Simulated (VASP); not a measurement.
# WC (Qusongite) (P-6m2) in VASP: notebook

The runs below take WC (Qusongite) through single point, electron localisation function, with PBE, PBE+rVV10, PBEsol+D4+U.

All numbers are computed with VASP 6.6.1; they aren't measurements. Logs are shortened: lines on timing, memory, paths and dates and some standing lists are left out, and cuts for length are marked.

## Step 1: The crystal as given

The structure is hexagonal, space group P-6m2 (No. 187). The conventional cell has a = 2.907 Å, b = 2.907 Å, c = 2.837 Å, α = 90.00°, β = 90.00°, γ = 120.00°. W (site symmetry -6m2) has 6 C at 2.20 Å as nearest neighbours. C (site symmetry -6m2) has 6 W at 2.20 Å as nearest neighbours.

## Step 2: Single point, PBE

Input file INCAR:

```
PREC     = Accurate       # precision mode
ENCUT    = 520            # plane-wave cutoff, eV
EDIFF    = 1E-7           # SCF threshold, eV
ISMEAR   = 0              # smearing method
SIGMA    = 0.012          # smearing width, eV
LREAL    = False          # projectors in reciprocal space
LASPH    = True           # aspherical terms in the spheres
NELM     = 60             # most SCF steps
ALGO     = Normal         # electronic algorithm
ISIF     = 2              # what is computed and relaxed
LWAVE    = False          # write WAVECAR
LCHARG   = False          # write CHGCAR
GGA      = PE             # functional
```

Input file KPOINTS:

```
Automatic mesh
0
Gamma
  10 10 9
```

Input file POSCAR:

```
WC
1.0
    2.9065000000      0.0000000000      0.0000000000
   -1.4532500000      2.5171028361      0.0000000000
    0.0000000000      0.0000000000      2.8366000000
W C
1 1
Direct
    0.0000000000      0.0000000000      0.0000000000
    0.6666666667      0.3333333333      0.5000000000
```

Potentials or basis: VASP PAW PBE potentials, release 64 (W_sv, C).

Command:

```console
> cat potpaw_PBE.64/W_sv/POTCAR potpaw_PBE.64/C/POTCAR > POTCAR
> mpirun -np 1 vasp_std > vasp.out
```

OUTCAR:

```text
PREC = Accurate
   ENCUT = 520
   EDIFF = 1E-7
   ISMEAR = 0
   LREAL = False
   LASPH = True
   NELM = 60
   ISIF = 2
   GGA = PE

 ion  position               nearest neighbor table
   1  0.000  0.000  0.000-   2 2.20   2 2.20   2 2.20   2 2.20   2 2.20   2 2.20
   2  0.667  0.333  0.500-   1 2.20   1 2.20   1 2.20   1 2.20   1 2.20   1 2.20

  LATTYP: Found a hexagonal cell.
 ALAT       =     2.9065000000
 C/A-ratio  =     0.9759504559

  Lattice vectors:

 A1 = (   2.9065000000,   0.0000000000,   0.0000000000)
 A2 = (  -1.4532500000,   2.5171028361,   0.0000000000)
 A3 = (   0.0000000000,   0.0000000000,   2.8366000000)

Analysis of symmetry for initial positions (statically):
=====================================================================
 Subroutine PRICEL returns:
 Original cell was already a primitive cell.

 Routine SETGRP: Setting up the symmetry group for a
 hexagonal supercell.

 Subroutine GETGRP returns: Found 12 space group operations
 (whereof 12 operations were pure point group operations)
 out of a pool of 24 trial point group operations.

The static configuration has the point symmetry D_3h.

Analysis of symmetry for dynamics (positions and initial velocities):
=====================================================================
 Subroutine PRICEL returns:
 Original cell was already a primitive cell.

 Routine SETGRP: Setting up the symmetry group for a
 hexagonal supercell.

 Subroutine GETGRP returns: Found 12 space group operations
 (whereof 12 operations were pure point group operations)
 out of a pool of 24 trial point group operations.

The dynamic configuration has the point symmetry D_3h.

 Subroutine INISYM returns: Found 12 space group operations
 (whereof 12 operations are pure point group operations),
 and found     1 'primitive' translations

----------------------------------------------------------------------------------------

                                     Primitive cell

  volume of cell :      20.7525

  direct lattice vectors                    reciprocal lattice vectors
     2.906500000  0.000000000  0.000000000     0.344056425  0.198641070  0.000000000
    -1.453250000  2.517102836  0.000000000     0.000000000  0.397282139  0.000000000
     0.000000000  0.000000000  2.836600000     0.000000000  0.000000000  0.352534725

  length of vectors
     2.906500000  2.906500000  2.836600000     0.397282139  0.397282139  0.352534725

  position of ions in fractional coordinates (direct lattice)
     0.000000000  0.000000000  0.000000000
     0.666666667  0.333333333  0.500000000

  ion indices of the primitive-cell ions
   primitive index   ion index
                 1           1
                 2           2

----------------------------------------------------------------------------------------

 KPOINTS: Automatic mesh

Automatic generation of k-mesh.
 Grid dimensions read from file:
 generate k-points for:   10   10    9

 Generating k-lattice:

  Cartesian coordinates                     Fractional coordinates (reciprocal lattice)
     0.034405643  0.019864107  0.000000000     0.100000000  0.000000000  0.000000000
     0.000000000  0.039728214  0.000000000     0.000000000  0.100000000  0.000000000
     0.000000000  0.000000000  0.039170525     0.000000000  0.000000000  0.111111111

  Length of vectors
     0.039728214  0.039728214  0.039170525

  Shift w.r.t. Gamma in fractional coordinates (k-lattice)
     0.000000000  0.000000000  0.000000000

 Subroutine IBZKPT returns following result:
 ===========================================

 Found     70 irreducible k-points:

 Following reciprocal coordinates:
            Coordinates               Weight
  0.000000  0.000000  0.000000      1.000000
  0.100000  0.000000  0.000000      6.000000
  0.200000  0.000000  0.000000      6.000000
  0.300000  0.000000  0.000000      6.000000
  0.400000  0.000000  0.000000      6.000000
  0.500000  0.000000  0.000000      3.000000
[... 16 lines left out ...]
  0.300000  0.100000  0.111111     24.000000
  0.400000  0.100000  0.111111     24.000000
 [... further k-points ...]
   k-points           NKPTS =     70   k-points in BZ     NKDIM =     70   number of bands    NBANDS=     13
   number of dos      NEDOS =    301   number of ions     NIONS =      2
   total plane-waves  NPLWV =  13824
   dimension x,y,z NGX =    24 NGY =   24 NGZ =   24
   dimension x,y,z NGXF=    48 NGYF=   48 NGZF=   48
   ions per type =               1   1
   NGX,Y,Z   is equivalent  to a cutoff of  13.73, 13.73, 14.07 a.u.
   NGXF,Y,Z  is equivalent  to a cutoff of  27.46, 27.46, 28.13 a.u.
 SYSTEM =  unknown system
   PREC   = accura    normal or accurate (medium, high low for compatibility)
   ISTART =      0    job   : 0-new  1-cont  2-samecut
   ICHARG =      2    charge: 1-file 2-atom 10-const
   ISPIN  =      1    spin polarized calculation?
   LNONCOLLINEAR =      F non collinear calculations
   LSORBIT =      F    spin-orbit coupling
   LASPH  =      T    aspherical Exc in radial PAW
   ENCUT  =  520.0 eV  38.22 Ry    6.18 a.u.   5.40  5.40  5.27*2*pi/ulx,y,z
   NELM   =     60;   NELMIN=  2; NELMDL= -5     # of ELM steps
   EDIFF  = 0.1E-06   stopping-criterion for ELM
   LREAL  =      F    real-space projection
   EDIFFG = 0.1E-05   stopping-criterion for IOM
   NSW    =      0    number of steps for IOM
   IBRION =     -1    ionic relax: 0-MD 1-quasi-New 2-CG
   NFREE  =      0    steps in history (QN), initial steepest desc. (CG)
   ISIF   =      2    stress and relaxation
   ISYM   =      2    0-nonsym 1-usesym 2-fastsym
   POTIM  = 0.5000    time-step for ionic-motion
   TEBEG  =    0.0;   TEEND  =   0.0 temperature during run
   PSTRESS=    0.0 pullay stress
   NELECT =      18.0000    total number of electrons
   NUPDOWN=      -1.0000    fix difference up-down
   EMIN   =  10.00;   EMAX   =-10.00  energy-range for DOS
   EFERMI =   0.00;   METHOD = LEGACY
   ISMEAR =     0;   SIGMA  =   0.01  broadening in eV -4-tet -1-fermi 0-gaus
   EFERMI_NEDOS =   21; number of points for ismear=-14 and -15
   IALGO  =     38    algorithm
   IMIX   =      4    mixing-type and parameters
     AMIX     =   0.40;   BMIX     =  1.00
     AMIX_MAG =   1.60;   BMIX_MAG =  1.00
  volume/ion in A,a.u.               =      10.38        70.02
  Fermi-wavevector in a.u.,A,eV,Ry     =   1.561262  2.950358 33.164744  2.437540
  Thomas-Fermi vector in A             =   2.664353
   LORBIT       =      0    0 simple, 1 ext, 2 COOP (PROOUT), +10 PAW based schemes
   GGA     = PE    functional components
   LHFCALC =     F    Hartree Fock is set to
   AEXX    =    0.0000 exact exchange contribution
   IVDW    =     0    specifies the selected vdW correction
   LEPSILON=     F    determine dielectric tensor
   LRPA    =     F    only Hartree local field effects (RPA)
 non-spin polarized calculation
 Gauss-broadening in eV      SIGMA  =   0.01
  energy-cutoff  :      520.00
  volume of cell :       20.75
 maximum number of plane-waves:       580
 NGX is ok and might be reduce to    24
   NGX = 11   NGY = 11   NGZ = 11

 number of electron      18.0000000 magnetization

 Free energy of the ion-electron system (eV)
  ---------------------------------------------------
  ext. energy  EPLUGINS =         0.00000000
  ---------------------------------------------------
  free energy    TOTEN  =       -22.44517304 eV

  energy without entropy =      -22.44505556  energy(sigma->0) =      -22.44511430

 E-fermi :  11.0941     XC(G=0): -13.8001

 val. band max:       11.0939506984   @ k =   0.1000   0.0000   0.3333
 cond. band min:      11.1025860339   @ k =   0.4000   0.2000   0.0000
 fundamental gap:      0.0086353355
 Fermi energy:        11.0940509569

 k-point     1 :       0.0000    0.0000    0.0000
  band No.  band energies     occupation
      1     -62.9191      2.00000
      2     -26.9039      2.00000
      3     -26.7967      2.00000
      4     -26.7967      2.00000
      5      -3.3760      2.00000
      6       6.7673      2.00000
      7       7.7469      2.00000
      8       7.7469      2.00000
      9      11.1593      0.00000
     10      14.3158      0.00000
     11      14.3158      0.00000
     12      16.6994      0.00000
     13      16.6994      0.00000

 k-point     2 :       0.1000    0.0000    0.0000
  band No.  band energies     occupation
      1     -62.9135      2.00000
      2     -26.8933      2.00000
      3     -26.8785      2.00000
      4     -26.8152      2.00000
      5      -3.1156      2.00000
      6       6.7982      2.00000
      7       7.4512      2.00000
      8       7.9898      2.00000
      9      10.4558      2.00000
     10      14.2225      0.00000
     11      15.1016      0.00000
     12      16.1813      0.00000
     13      16.5204      0.00000

 k-point     3 :       0.2000    0.0000    0.0000
  band No.  band energies     occupation
      1     -62.8990      2.00000
      2     -27.0881      2.00000
      3     -26.8657      2.00000
      4     -26.8634      2.00000
      5      -2.3996      2.00000
      6       6.0698      2.00000
      7       7.6491      2.00000
      8       8.6552      2.00000
      9       9.2899      2.00000
     10      13.9873      0.00000
     11      15.1517      0.00000
     12      16.1240      0.00000
     13      16.4109      0.00000

 k-point     4 :       0.3000    0.0000    0.0000
  band No.  band energies     occupation
      1     -62.8810      2.00000
      2     -27.3388      2.00000
      3     -26.9223      2.00000
      4     -26.8312      2.00000
      5      -1.4117      2.00000
      6       5.0827      2.00000
      7       7.9362      2.00000
      8       8.3067      2.00000
      9       9.5407      2.00000
     10      13.7133      0.00000
     11      14.6392      0.00000
     12      15.7724      0.00000
     13      17.3839      0.00000

 k-point     5 :       0.4000    0.0000    0.0000
  band No.  band energies     occupation
      1     -62.8664      2.00000
      2     -27.5353      2.00000
      3     -26.9694      2.00000
      4     -26.8032      2.00000
      5      -0.4610      2.00000
      6       4.3379      2.00000
      7       7.6758      2.00000
      8       7.7270      2.00000
      9      10.3051      2.00000
     10      13.5035      0.00000
     11      15.2688      0.00000
     12      15.6252      0.00000
     13      17.8299      0.00000
[... 257 lines left out ...]
 k-point    22 :       0.2000    0.1000    0.1111
  band No.  band energies     occupation
      1     -62.8825      2.00000
      2     -27.2232      2.00000
      3     -26.9295      2.00000
      4     -26.9139      2.00000
      5      -1.5511      2.00000
      6       5.6217      2.00000
      7       7.5411      2.00000
      8       8.3392      2.00000
      9       9.3780      2.00000
     10      12.8060      0.00000
     11      15.1203      0.00000
     12      16.5274      0.00000
     13      17.2569      0.00000

 k-point    23 :       0.3000    0.1000    0.1111
  band No.  band energies     occupation
      1     -62.8662      2.00000
      2     -27.4300      2.00000
      3     -26.9815      2.00000
      4     -26.8963      2.00000
      5      -0.6242      2.00000
      6       4.7479      2.00000
      7       7.2072      2.00000
      8       8.3801      2.00000
      9       9.6654      2.00000
     10      13.0338      0.00000
     11      15.0613      0.00000
     12      16.3325      0.00000
     13      17.7710      0.00000

 k-point    24 :       0.4000    0.1000    0.1111
  band No.  band energies     occupation
      1     -62.8562      2.00000
      2     -27.5549      2.00000
      3     -27.0230      2.00000
      4     -26.8757      2.00000
      5       0.0590      2.00000
      6       4.1811      2.00000
      7       6.8669      2.00000
      8       8.3508      2.00000
      9       9.7978      2.00000
     10      13.7385      0.00000
     11      15.1294      0.00000
     12      16.0274      0.00000
     13      18.1018      0.00000

 [... further k-points ...]
[... 5 lines left out ...]
  --------------------------------------------------------------------------------------
  -------------------------------------------------------------------------------------
  Total        0.8990728      0.8990728      0.8167734      0.0000000      0.0000000      0.0000000
  in kB       69.4122433     69.4122433     63.0583800      0.0000000      0.0000000      0.0000000
  external PRESSURE =      67.2942889 kB  Pullay stress =       0.0000000 kB

 VOLUME and BASIS-vectors are now :
 -----------------------------------------------------------------------------
  energy-cutoff  :      520.00
  volume of cell :       20.75
      direct lattice vectors                 reciprocal lattice vectors
     2.906500000  0.000000000  0.000000000     0.344056425  0.198641070  0.000000000
    -1.453250000  2.517102836  0.000000000     0.000000000  0.397282139  0.000000000
     0.000000000  0.000000000  2.836600000     0.000000000  0.000000000  0.352534725

 POSITION                                       TOTAL-FORCE (eV/Angst)
 -----------------------------------------------------------------------------------
      0.00000      0.00000      0.00000         0.000000      0.000000      0.000000
      1.45325      0.83903      1.41830        -0.000000      0.000000      0.000000
 -----------------------------------------------------------------------------------
    total drift:                                0.000000     -0.000000      0.000000

  FREE ENERGIE OF THE ION-ELECTRON SYSTEM (eV)
  ---------------------------------------------------
  free  energy   TOTEN  =       -22.4451730369 eV

  energy  without entropy=      -22.4450555576  energy(sigma->0) =      -22.44511430
```

Wall time 12 s (1 thread of Intel Xeon Platinum 8375C at 2.90GHz (Ice Lake), shared host); peak memory 0.15 GiB.

What came out:

| Quantity | Value |
| --- | --- |
| Free energy | -22.4452 eV |
| Pressure | 6.7 GPa |
| Band gap on the k mesh | none (metal or under the smearing width) |

## Step 3: Single point, PBE

Input file INCAR:

```
ALGO = Fast
EDIFF = 1E-6
ENCUT = 520
GGA = PE
ISIF = 2
ISMEAR = 0
LASPH = True
LCHARG = False
LREAL = False
LWAVE = False
NELM = 60
PREC = Accurate
SIGMA = 0.02
```

Input file KPOINTS:

```
k-points
0
Gamma
  10 10 9
```

Edit POSCAR of step 2 so:

```diff
@@ -7,4 +7,4 @@
 1 1
-Direct
+Cartesian
     0.0000000000      0.0000000000      0.0000000000
-    0.6666666667      0.3333333333      0.5000000000
+    1.4532500001      0.8390342786      1.4183000000
```

Potentials or basis: VASP PAW PBE potentials, release 54 (W_sv, C).

Command:

```console
> cat potpaw_PBE.54/W_sv/POTCAR potpaw_PBE.54/C/POTCAR > POTCAR
> mpirun -np 1 vasp_std > vasp.out
```

It took 12 s on 1 thread of AMD EPYC 9R45 (Zen 5), shared host; peak memory 0.12 GiB.

Results (log left out):

```yaml
Free_energy: -22.4453 eV
Pressure: 6.8 GPa
Band_gap_on_the_k_mesh: none (metal or under the smearing width)
```

Stress tensor (GPa, compression positive):
```
6.97 0.00 0.00
0.00 6.97 0.00
0.00 0.00 6.31
```

Levels at points of the mesh, in eV from the Fermi level:
```tsv
k point	band 7	band 8	band 9	band 10	band 11	band 12
(0.00, 0.00, 0.00)	-3.35	-3.35	0.07	3.22	3.22	5.61
(0.50, 0.00, 0.00)	-3.63	-3.58	-0.49	2.33	4.52	4.87
```

Spin-orbit coupling is left out, which matters for the levels of W.

## Step 4: Single point, PBE

Input file run.py:

```python
from ase.calculators.vasp import Vasp
from ase.dft.bandgap import bandgap
from ase.io import read

atoms = read('WC.cif', primitive_cell=True, subtrans_included=False)
calc = Vasp(
    directory='calc',
    xc='pbe',
    pp='PBE',
    setups={'base': 'minimal', 'W': '_sv'},
    pp_version='54',
    prec='Accurate',
    encut=520,
    ediff=1e-06,
    ismear=0,
    sigma=0.02,
    lreal=False,
    lasph=True,
    nelm=100,
    algo='Fast',
    isif=2,
    lwave=False,
    lcharg=False,
    kpts=[10, 10, 9],
    gamma=True,
    nbands=16,
)
atoms.calc = calc

print('energy (eV):', atoms.get_potential_energy())
print('free energy (eV):', atoms.get_potential_energy(force_consistent=True))
print('forces (eV/A):')
print(atoms.get_forces())
print('stress (eV/A^3, Voigt):', atoms.get_stress())
print('Fermi level (eV):', calc.get_fermi_level())
gap, top, bottom = bandgap(calc)
print('band gap (eV):', gap, 'from (spin, k, band)', top, 'to', bottom)
```

Input file WC.cif:

```cif
data_WC
_cell_length_a 2.90650000
_cell_length_b 2.90650000
_cell_length_c 2.83660000
_cell_angle_alpha 90.00000000
_cell_angle_beta 90.00000000
_cell_angle_gamma 120.00000000
_space_group_name_H-M_alt 'P-6m2'
_space_group_name_Hall 'P -6 2'
_space_group_IT_number 187
loop_
_space_group_symop_operation_xyz
'x,y,z'
'-x+y,-x,-z'
'-y,x-y,z'
'x,y,-z'
'-x+y,-x,z'
'-y,x-y,-z'
'-y,-x,-z'
'x,x-y,z'
'-x+y,y,-z'
'-y,-x,z'
'x,x-y,-z'
'-x+y,y,z'
loop_
_atom_site_label
_atom_site_type_symbol
_atom_site_symmetry_multiplicity
_atom_site_Wyckoff_symbol
_atom_site_fract_x
_atom_site_fract_y
_atom_site_fract_z
_atom_site_occupancy
W1 W 1 a 0.0000000000 0.0000000000 0.0000000000 1
C1 C 1 f 0.6666666667 0.3333333333 0.5000000000 1
```

Command:

```console
> python run.py
```

Run time: 16 s. Hardware: 1 thread of AMD EPYC 9R45 (Zen 5), shared host; peak memory 0.12 GiB.

Results (log left out):

| Quantity | Value |
| --- | --- |
| Free energy | -22.4453 eV |
| Pressure | 6.7 GPa |
| Band gap on the k mesh | none (metal or under the smearing width) |

Stress tensor (GPa, compression positive):
```
6.94 0.00 0.00
0.00 6.94 0.00
0.00 0.00 6.29
```

Levels at points of the mesh, in eV from the Fermi level:
| k point | band 7 | band 8 | band 9 | band 10 | band 11 | band 12 |
| --- | --- | --- | --- | --- | --- | --- |
| (0.00, 0.00, 0.00) | -3.35 | -3.35 | 0.07 | 3.22 | 3.22 | 5.61 |
| (0.50, 0.00, 0.00) | -3.63 | -3.58 | -0.49 | 2.33 | 4.52 | 4.87 |

## Step 5: Single point, PBE+rVV10, spin-orbit coupling, no magnetisation

Input file INCAR:

```
SYSTEM = WC
ALGO     = Normal         ! electronic algorithm
BPARAM   = 10.0         
CPARAM   = 0.0093       
EDIFF    = 0.001          ! SCF threshold, eV
ENCUT    = 520            ! plane-wave cutoff, eV
GGA      = PE             ! functional
GGA_COMPAT= .False.      
ISIF     = 2              ! what is computed and relaxed
ISMEAR   = 0              ! smearing method
IVDW_NL  = 2            
LASPH    = .True.         ! aspherical terms in the spheres
LCHARG   = .False.        ! write CHGCAR
LMAXMIX  = 4              ! l up to which the mixer works
LORBIT   = 11             ! projections on sites
LREAL    = .False.        ! projectors in reciprocal space
LSORBIT  = .True.         ! spin-orbit coupling
LUSE_VDW = .True.       
LWAVE    = .False.        ! write WAVECAR
MAGMOM   = 0 0 0 0 0 0    ! initial moments
NBANDS   = 30             ! bands
NELM     = 100            ! most SCF steps
PREC     = Accurate       ! precision mode
SIGMA    = 0.2            ! smearing width, eV
```

Input file KPOINTS:

```
k-points
0
Gamma
  7 7 7
  0 0 0
```

POSCAR is that of step 3.

Potentials or basis: VASP PAW PBE potentials, release 64 (W_sv, C).

Command:

```console
> cat potpaw_PBE.64/W_sv/POTCAR potpaw_PBE.64/C/POTCAR > POTCAR
> mpirun -np 1 vasp_ncl > vasp.out
```

Wall time 38 s (1 thread of AMD EPYC 9R45 (Zen 5), shared host); peak memory 0.28 GiB.

The run converged, but some of its settings lie outside the range that counts as converged (typed here: ISMEAR = 0; SIGMA = 0.2; EDIFF = 0.001), so its numbers aren't taken as properties of the crystal.

Results:

- Free energy: -22.8913 eV
- Pressure: 6.8 GPa
- Valence electrons inside the program's atomic spheres: W 12.19; C 2.42

(Continued in part 2 of 2.)
